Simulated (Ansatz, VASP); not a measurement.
One calculation of As, two programs

```
As
1.0
    -1.67677    1.67677    1.67677
     1.67677   -1.67677    1.67677
     1.67677    1.67677   -1.67677
As
1
Cartesian
  0.0000 0.0000 0.0000
```

Alike in both runs: task single point; functional PBEsol; k mesh 15 × 15 × 15; occupations fermi-dirac, width 0.1 eV; no spin polarisation.

|  | VASP | Ansatz |
| --- | --- | --- |
| version | VASP 6.6.1 | Ansatz 0.2.0 |
| potentials or method | VASP PAW PBE potentials, release 64 (As) | plane waves (420 eV) with PAW, scalar-relativistic |
| plane-wave cutoff (eV) | 520 | 420 |
| valence electrons in the cell | 5 | 15 |

VASP gave:

| Property | Result |
| --- | --- |
| pressure (GPa) | -3.1 |

**Question.** What did Ansatz give for the same quantities?

**Answer.** Pressure (GPa): -3.3.

The two sets of potentials don't hold the same shells in valence. Ansatz warned: «pseudo_functional_mismatch».

Caveats: the PAW data sets were made with another functional, which shifts forces and pressure a little (VASP).
